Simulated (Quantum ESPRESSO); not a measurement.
# WS2 in Quantum ESPRESSO: further runs

One slab, WS2, is run at these levels: LDA; tasks: single point, equation of state, band structure.

Everything below comes from runs of Quantum ESPRESSO 7.5. Logs are shortened: lines on timing, memory, paths and dates and some standing lists are left out, and cuts for length are marked.

## Step 1: Starting point

The cell holds a slab with vacuum, 3 atoms: a = 3.184 Å, b = 3.184 Å, c = 16.951 Å, α = 90.00°, β = 90.00°, γ = 120.00°.

## Step 2: Single point, LDA, 46.62 Å³/atom

pw.in

```
&CONTROL
  calculation = 'scf'
  prefix = 'pwscf'
  outdir = './tmp'
  pseudo_dir = './pseudo'
  tprnfor = .true.
  tstress = .true.
  disk_io = 'nowf'
/
&SYSTEM
  ibrav = 0
  nat = 3
  ntyp = 2
  ecutwfc = 70
  nbnd = 20
  occupations = 'smearing'
  smearing = 'fd'
  degauss = 0.00367493
/
&ELECTRONS
  conv_thr = 6d-10
  electron_maxstep = 120
  mixing_beta = 0.5
/
ATOMIC_SPECIES
W    183.8400 W.upf
S     32.0600 S.upf
CELL_PARAMETERS angstrom
   3.1185283984    0.0000000000    0.0000000000
  -1.5592641992    2.7007248154    0.0000000000
   0.0000000000    0.0000000000   16.6045506357
ATOMIC_POSITIONS crystal
W      0.0000000000    0.0000000000    0.0000000000
S      0.3333333333    0.6666666667    0.0920005100
S      0.3333333333    0.6666666667    0.9079994900
K_POINTS automatic
10 10 2 0 0 0
```

Potentials or basis: PseudoDojo 0.4.1 SR LDA standard.

Launch:

```
$ OMP_NUM_THREADS=1 pw.x -in pw.in > pw.out
```

pw.out:

```text
This program is part of the open-source Quantum ESPRESSO suite
     for quantum simulation of materials; please cite
         "P. Giannozzi et al., J. Phys.:Condens. Matter 21 395502 (2009);
         "P. Giannozzi et al., J. Phys.:Condens. Matter 29 465901 (2017);
         "P. Giannozzi et al., J. Chem. Phys. 152 154105 (2020);
     in publications or presentations arising from this work. More details at

     Message from routine setup:
     using ibrav=0 with symmetry is DISCOURAGED, use correct ibrav instead

     G-vector sticks info
     --------------------
     sticks:   dense  smooth     PW     G-vecs:    dense   smooth      PW
     Sum         673     673    199                74663    74663   11857

     Using Slab Decomposition

     bravais-lattice index     =            0
     lattice parameter (alat)  =       5.8932  a.u.
     unit-cell volume          =     943.7430 (a.u.)^3
     number of atoms/cell      =            3
     number of atomic types    =            2
     number of electrons       =        26.00
     number of Kohn-Sham states=           20
     kinetic-energy cutoff     =      70.0000  Ry
     charge density cutoff     =     280.0000  Ry
     scf convergence threshold =      6.0E-10
     mixing beta               =       0.5000
     number of iterations used =            8  plain     mixing
     Exchange-correlation= SLA  PW   NOGX NOGC
                           (   1   4   0   0   0   0   0)

     celldm(1)=   5.893165  celldm(2)=   0.000000  celldm(3)=   0.000000
     celldm(4)=   0.000000  celldm(5)=   0.000000  celldm(6)=   0.000000

     crystal axes: (cart. coord. in units of alat)
               a(1) = (   1.000000   0.000000   0.000000 )
               a(2) = (  -0.500000   0.866025   0.000000 )
               a(3) = (   0.000000   0.000000   5.324483 )

     reciprocal axes: (cart. coord. in units 2 pi/alat)
               b(1) = (  1.000000  0.577350 -0.000000 )
               b(2) = (  0.000000  1.154701  0.000000 )
               b(3) = (  0.000000 -0.000000  0.187812 )

     PseudoPot. # 1 for W  read from file:
     W.upf
     Pseudo is Norm-conserving + core correction, Zval = 14.0
     Generated using ONCVPSP code by D. R. Hamann
     Using radial grid of 1380 points,  8 beta functions with:
                l(1) =   0
                l(2) =   0
                l(3) =   1
                l(4) =   1
                l(5) =   2
                l(6) =   2
                l(7) =   3
                l(8) =   3

     PseudoPot. # 2 for S  read from file:
     S.upf
     Pseudo is Norm-conserving + core correction, Zval =  6.0
     Generated using ONCVPSP code by D. R. Hamann
     Using radial grid of 1132 points,  6 beta functions with:
                l(1) =   0
                l(2) =   0
                l(3) =   1
                l(4) =   1
                l(5) =   2
                l(6) =   2

     atomic species   valence    mass     pseudopotential
     W                14.00   183.84000     W ( 1.00)
     S                 6.00    32.06000     S ( 1.00)

     12 Sym. Ops. (no inversion) found

   Cartesian axes

     site n.     atom                  positions (alat units)
         1        W      tau(   1) = (   0.0000000   0.0000000   0.0000000  )
         2        S      tau(   2) = (  -0.0000000   0.5773503   0.4898551  )
         3        S      tau(   3) = (  -0.0000000   0.5773503   4.8346276  )

     number of k points=    28  Fermi-Dirac smearing, width (Ry)=  0.0037
                       cart. coord. in units 2pi/alat
        k(    1) = (   0.0000000   0.0000000   0.0000000), wk =   0.0100000
        k(    2) = (   0.0000000   0.0000000  -0.0939058), wk =   0.0100000
        k(    3) = (   0.0000000   0.1154701   0.0000000), wk =   0.0600000
        k(    4) = (   0.0000000   0.1154701  -0.0939058), wk =   0.0600000
        k(    5) = (   0.0000000   0.2309401   0.0000000), wk =   0.0600000
        k(    6) = (   0.0000000   0.2309401  -0.0939058), wk =   0.0600000
[... 20 lines left out ...]
        k(   27) = (   0.3000000   0.5196152   0.0000000), wk =   0.0600000
        k(   28) = (   0.3000000   0.5196152  -0.0939058), wk =   0.0600000

     Dense  grid:    74663 G-vectors     FFT dimensions: (  32,  32, 180)

     Initial potential from superposition of free atoms

     starting charge      25.9995, renormalised to      26.0000

     negative rho (up, down):  1.442E-05 0.000E+00
     Starting wfcs are   18 randomized atomic wfcs +    2 random wfcs

     Self-consistent Calculation

     iteration #  1     ecut=    70.00 Ry     beta= 0.50
     Davidson diagonalization with overlap
     ethr =  1.00E-02,  avg # of iterations =  6.5

     Threshold (ethr) on eigenvalues was too large:
     Diagonalizing with lowered threshold

     Davidson diagonalization with overlap
     ethr =  3.06E-04,  avg # of iterations =  4.4

     negative rho (up, down):  5.269E-06 0.000E+00

     total energy              =    -196.26145670 Ry
     estimated scf accuracy    <       0.09292197 Ry

     iteration #  2     ecut=    70.00 Ry     beta= 0.50
     Davidson diagonalization with overlap
     ethr =  3.57E-04,  avg # of iterations =  3.9

     negative rho (up, down):  1.658E-06 0.000E+00

     total energy              =    -196.27647640 Ry
     estimated scf accuracy    <       0.00716008 Ry

     iteration #  3     ecut=    70.00 Ry     beta= 0.50
     Davidson diagonalization with overlap
     ethr =  2.75E-05,  avg # of iterations =  5.2

     negative rho (up, down):  9.609E-07 0.000E+00

     total energy              =    -196.27638858 Ry
     estimated scf accuracy    <       0.00601297 Ry

     iteration #  4     ecut=    70.00 Ry     beta= 0.50
     Davidson diagonalization with overlap
     ethr =  2.31E-05,  avg # of iterations =  2.4

     negative rho (up, down):  2.583E-08 0.000E+00

     total energy              =    -196.27747161 Ry
     estimated scf accuracy    <       0.00130151 Ry

     iteration #  5     ecut=    70.00 Ry     beta= 0.50
     Davidson diagonalization with overlap
     ethr =  5.01E-06,  avg # of iterations =  1.9
[... 32 lines left out ...]
     iteration # 10     ecut=    70.00 Ry     beta= 0.50
     Davidson diagonalization with overlap
     ethr =  5.14E-12,  avg # of iterations =  2.9

     End of self-consistent calculation

          k = 0.0000 0.0000 0.0000 (  9293 PWs)   bands (ev):

   -73.4375 -37.7536 -37.5301 -37.5301 -14.7018 -12.8041  -6.2453  -2.6787
    -2.6787  -1.7296  -1.3058  -1.3058   0.3587   3.4808   3.4808   3.7738
     3.7738   5.6377   6.0881   6.1697
[... 51 lines left out ...]
   -73.4167 -37.9172 -37.6796 -37.6206 -12.6243 -12.1584  -6.1179  -4.7250
    -4.1591  -3.0921  -1.6046  -0.9638  -0.7965   3.2963   3.5092   4.4965
     5.4419   6.5111   7.8719   8.1858

          k = 0.0000-0.5774 0.0000 (  9346 PWs)   bands (ev):

   -73.4145 -37.9567 -37.6717 -37.6301 -12.3250 -12.0753  -6.4055  -4.9695
    -4.2229  -3.2240  -1.6857  -0.8150  -0.5270   3.4597   3.9458   4.5876
     5.5337   5.5935   8.0597   8.5345

          k = 0.0000-0.5774-0.0939 (  9348 PWs)   bands (ev):

   -73.4145 -37.9567 -37.6717 -37.6301 -12.3250 -12.0753  -6.4055  -4.9695
    -4.2229  -3.2240  -1.6857  -0.8150  -0.5270   3.4597   3.9458   4.5875
     5.5337   5.5935   8.0595   8.5355

          k = 0.1000 0.1732 0.0000 (  9318 PWs)   bands (ev):
[... 91 lines left out ...]
   -73.4120 -37.8694 -37.7769 -37.6630 -12.0160 -11.9115  -5.6774  -5.3971
    -4.0877  -3.4859  -3.0010  -1.8162   0.2028   2.5224   3.9000   4.6021
     6.3266   7.1373   7.9336   9.5680

     the Fermi energy is     1.4218 ev

!    total energy              =    -196.27761755 Ry
     estimated scf accuracy    <          2.2E-10 Ry
     smearing contrib. (-TS)   =      -0.00000000 Ry
     internal energy E=F+TS    =    -196.27761755 Ry

     The total energy is F=E-TS. E is the sum of the following terms:
     one-electron contribution =    -877.20909621 Ry
     hartree contribution      =     439.16424211 Ry
     xc contribution           =     -45.81558657 Ry
     ewald contribution        =     287.58282311 Ry

     convergence has been achieved in  10 iterations

     Forces acting on atoms (cartesian axes, Ry/au):

     atom    1 type  1   force =     0.00000000    0.00000000    0.00000000
     atom    2 type  2   force =    -0.00000000    0.00000000    0.02877736
     atom    3 type  2   force =     0.00000000    0.00000000   -0.02877736

     Total force =     0.040697     Total SCF correction =     0.000030

     Computing stress (Cartesian axis) and pressure

          total   stress  (Ry/bohr**3)                   (kbar)     P=       16.33
   0.00007917   0.00000000   0.00000000           11.65        0.00        0.00
   0.00000000   0.00007917   0.00000000            0.00       11.65        0.00
   0.00000000   0.00000000   0.00017459            0.00        0.00       25.68

=------------------------------------------------------------------------------=
   JOB DONE.
=------------------------------------------------------------------------------=
```

It took 71 s on 1 thread of Intel Xeon at 2.60GHz (Ice Lake), shared host; peak memory 0.23 GiB.

Results:

| Property | Result |
| --- | --- |
| Free energy | -2670.4930 eV |
| Largest force | 0.740 eV/Å |
| Band gap on the k mesh | 2.16 eV, indirect (least direct gap 2.32 eV) |

Caveat: spin-orbit coupling is left out, which moves the levels of the heavy elements.

## Step 3: Single point, LDA, 47.61 Å³/atom

pw.in, as its differences from that of step 2:

```diff
@@ -28,5 +28,5 @@
 CELL_PARAMETERS angstrom
-   3.1185283984    0.0000000000    0.0000000000
-  -1.5592641992    2.7007248154    0.0000000000
-   0.0000000000    0.0000000000   16.6045506357
+   3.1404905896    0.0000000000    0.0000000000
+  -1.5702452948    2.7197446309    0.0000000000
+   0.0000000000    0.0000000000   16.7214879437
 ATOMIC_POSITIONS crystal
```

Potentials or basis: PseudoDojo 0.4.1 SR LDA standard.

Launch:

```
$ OMP_NUM_THREADS=1 pw.x -in pw.in > pw.out
```

It took 77 s on 1 thread of Intel Xeon at 2.60GHz (Ice Lake), shared host; peak memory 0.23 GiB.

The run converged. Its results:

```yaml
Free_energy: -2670.5103 eV
Largest_force: 0.317 eV/Å
Band_gap_on_the_k_mesh: 2.10 eV, indirect (least direct gap 2.26 eV)
```

Caveat: spin-orbit coupling is left out, which moves the levels of the heavy elements.

## Step 4: Single point, LDA, 48.60 Å³/atom

pw.in, as its differences from that of step 3:

```diff
@@ -28,5 +28,5 @@
 CELL_PARAMETERS angstrom
-   3.1404905896    0.0000000000    0.0000000000
-  -1.5702452948    2.7197446309    0.0000000000
-   0.0000000000    0.0000000000   16.7214879437
+   3.1621498298    0.0000000000    0.0000000000
+  -1.5810749149    2.7385020831    0.0000000000
+   0.0000000000    0.0000000000   16.8368121945
 ATOMIC_POSITIONS crystal
```

Launch:

```
$ OMP_NUM_THREADS=1 pw.x -in pw.in > pw.out
```

Run time: 69 s. Hardware: 1 thread of Intel Xeon at 2.60GHz (Ice Lake), shared host; peak memory 0.24 GiB.

The run converged. Its results:

* Free energy: -2670.5026 eV
* Largest force: 0.074 eV/Å
* Band gap on the k mesh: 2.04 eV, indirect (least direct gap 2.19 eV)

Caveat: spin-orbit coupling is left out, which moves the levels of the heavy elements.

## Step 5: Single point, LDA, 49.59 Å³/atom

pw.in, as its differences from that of step 4:

```diff
@@ -28,5 +28,5 @@
 CELL_PARAMETERS angstrom
-   3.1621498298    0.0000000000    0.0000000000
-  -1.5810749149    2.7385020831    0.0000000000
-   0.0000000000    0.0000000000   16.8368121945
+   3.1835163552    0.0000000000    0.0000000000
+  -1.5917581776    2.7570060369    0.0000000000
+   0.0000000000    0.0000000000   16.9505778900
 ATOMIC_POSITIONS crystal
```

Launch:

```
$ OMP_NUM_THREADS=1 pw.x -in pw.in > pw.out
```

It took 75 s on 1 thread of Intel Xeon at 2.60GHz (Ice Lake), shared host; peak memory 0.25 GiB.

It converged, with:

```
Free energy            : -2670.4725 eV
Largest force          : 0.435 eV/Å
Band gap on the k mesh : 1.98 eV, indirect (least direct gap 2.14 eV)
```

Caveat: spin-orbit coupling is left out, which moves the levels of the heavy elements.

## Step 6: Single point, LDA, 50.58 Å³/atom

pw.in, as its differences from that of step 5:

```diff
@@ -28,5 +28,5 @@
 CELL_PARAMETERS angstrom
-   3.1835163552    0.0000000000    0.0000000000
-  -1.5917581776    2.7570060369    0.0000000000
-   0.0000000000    0.0000000000   16.9505778900
+   3.2045998594    0.0000000000    0.0000000000
+  -1.6022999297    2.7752648871    0.0000000000
+   0.0000000000    0.0000000000   17.0628366442
 ATOMIC_POSITIONS crystal
```

Potentials or basis: PseudoDojo 0.4.1 SR LDA standard.

Launch:

```
$ OMP_NUM_THREADS=1 pw.x -in pw.in > pw.out
```

Wall time 82 s (1 thread of Intel Xeon at 2.60GHz (Ice Lake), shared host); peak memory 0.25 GiB.

It converged, with:

- Free energy: -2670.4224 eV
- Largest force: 0.768 eV/Å
- Band gap on the k mesh: 1.92 eV, indirect (least direct gap 2.08 eV)

Caveat: spin-orbit coupling is left out, which moves the levels of the heavy elements.

## Step 7: Single point, LDA, 51.58 Å³/atom

pw.in, as its differences from that of step 6:

```diff
@@ -28,5 +28,5 @@
 CELL_PARAMETERS angstrom
-   3.2045998594    0.0000000000    0.0000000000
-  -1.6022999297    2.7752648871    0.0000000000
-   0.0000000000    0.0000000000   17.0628366442
+   3.2254095325    0.0000000000    0.0000000000
+  -1.6127047662    2.7932865927    0.0000000000
+   0.0000000000    0.0000000000   17.1736373894
 ATOMIC_POSITIONS crystal
```

Launch:

```
$ OMP_NUM_THREADS=1 pw.x -in pw.in > pw.out
```

It took 91 s on 1 thread of Intel Xeon at 2.60GHz (Ice Lake), shared host; peak memory 0.25 GiB.

Results (log left out):

| Property | Result |
| --- | --- |
| Free energy | -2670.3544 eV |
| Largest force | 1.076 eV/Å |
| Band gap on the k mesh | 1.87 eV, indirect (least direct gap 2.02 eV) |

Caveat: spin-orbit coupling is left out, which moves the levels of the heavy elements.

## Step 8: Single point, LDA, 52.57 Å³/atom

pw.in, as its differences from that of step 7:

```diff
@@ -28,5 +28,5 @@
 CELL_PARAMETERS angstrom
-   3.2254095325    0.0000000000    0.0000000000
-  -1.6127047662    2.7932865927    0.0000000000
-   0.0000000000    0.0000000000   17.1736373894
+   3.2459540962    0.0000000000    0.0000000000
+  -1.6229770481    2.8110787067    0.0000000000
+   0.0000000000    0.0000000000   17.2830265641
 ATOMIC_POSITIONS crystal
```

Launch:

```
$ OMP_NUM_THREADS=1 pw.x -in pw.in > pw.out
```

Run time: 91 s. Hardware: 1 thread of Intel Xeon at 2.60GHz (Ice Lake), shared host; peak memory 0.27 GiB.

It converged, with:

```
Free energy            : -2670.2705 eV
Largest force          : 1.360 eV/Å
Band gap on the k mesh : 1.81 eV, indirect (least direct gap 1.97 eV)
```

Caveat: spin-orbit coupling is left out, which moves the levels of the heavy elements.

## Step 9: Equation of state, LDA

Potentials or basis: PseudoDojo 0.4.1 SR LDA standard.

This step only gathers the single runs of the series.

What came out:

| Quantity | Value |
| --- | --- |
| Equilibrium volume | 47.78 Å³/atom |
| Bulk modulus at fixed shape and positions | 64 GPa |
| Pressure derivative of the bulk modulus | 4.4 |

Energy against volume, from the lowest point:
| volume (Å³/atom) | energy (meV/atom) |
| --- | --- |
| 46.616 | 5.75 |
| 47.608 | 0.00 |
| 48.600 | 2.57 |
| 49.592 | 12.60 |
| 50.583 | 29.29 |
| 51.575 | 51.95 |
| 52.567 | 79.94 |

Caveat: the cell was scaled at fixed shape and fractional positions, which overstates the stiffness of a crystal with free parameters, most of all of layers and chains. The run has no spin-orbit coupling, so splittings on W are missing.

(Part 1 of 2 ends here.)
